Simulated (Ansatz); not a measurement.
GeO₂ (alpha-quartz type, space group P3_121)

```
GeO2
1.0
    5.09349     0.00000     0.00000
   -2.54674     4.41109     0.00000
    0.00000     0.00000     5.76775
Ge O
3 6
Direct
  0.45565   0.00000   0.83333
  0.00000   0.45565   0.16667
  0.54435   0.54435   0.50000
  0.39740   0.29816   0.74186
  0.70184   0.09924   0.07519
  0.90076   0.60260   0.40853
  0.09924   0.70184   0.92481
  0.29816   0.39740   0.25814
  0.60260   0.90076   0.59147
```

The volume is varied about the relaxed value V₀ at fixed cell shape. The atoms relax within the cell's symmetry.

All values below come from PBE (plane waves to 420 eV, PAW, scalar-relativistic; Ansatz, an electronic-structure program). k mesh 8×8×6 (Γ-centred), Fermi-Dirac smearing 0.05 eV. The energy includes the smearing's −TS. Stress and pressure are positive under compression. With the shape held, the modulus is that of even scaling; a crystal free to change shape is softer. GeO2 was relaxed with its symmetry unable to fall. ΔE is measured from the relaxed starting cell.

```
V (Å³/atom)  ΔE (meV/atom)
-----------  -------------
12.095                58.0
12.556                35.1
13.016                18.7
13.477                 7.8
13.938                 1.8
14.399                 0.0
14.860                 1.7
15.320                 6.6
15.781                14.2
16.242                24.3
16.703            withheld
```

Task: Fit a third-order Birch-Murnaghan form (E₀, V₀, B₀, B₀′ free) to the given rows and predict ΔE at V = 16.703.

Result: Least squares on the 10 given rows: ΔE = E₀ + (9V₀B₀/16)·y²·[2 + (B₀′ − 4)y], y = (V₀/V)^(2/3) − 1, with V₀ = 14.394 Å³/atom, B₀ = 39.34 GPa (160.2 GPa = 1 eV/Å³; the term in eV is multiplied by 1000), B₀′ = 3.44, E₀ = -0.06 meV/atom; root-mean-square residual 0.03 meV/atom. At 16.703 the fit gives 36.3 meV/atom; the calculation gives 36.8 meV/atom, so the extrapolation is off by -0.5 (-1.4 %). For the pressure the fit gives -4.5 GPa against the computed -4.7 GPa.

(A scan under strain: stresses follow from slopes of the energy per volume, elastic moduli from its curvatures.)
